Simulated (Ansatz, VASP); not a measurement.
## Rb: VASP beside Ansatz

```
Rb
1.0
     4.62467    0.00000    0.00000
     0.00000    4.62467    0.00000
     0.00000    0.00000    4.62467
Rb
1
Direct
  0.00000 0.00000 0.00000
```

Alike in both runs: functional PBE; k mesh 10 × 10 × 10; occupations fermi-dirac, width 0.08 eV; no spin polarisation.

Ansatz relaxed the structure, and its values are those at the end. VASP's run is a single point on that final structure, the one shown.

|  | VASP | Ansatz |
| --- | --- | --- |
| version | VASP 6.6.1 | Ansatz 0.2.0 |
| potentials or method | VASP PAW PBE potentials, release 64 (Rb_sv) | PAW with Ansatz's default frozen-core files, scalar-relativistic |
| plane-wave cutoff (eV) | 520 | 420 |
| valence electrons in the cell | 9 | 9 |

```csv
,VASP,Ansatz,Ansatz less VASP
pressure (GPa),0.0,0.0,0.00
```
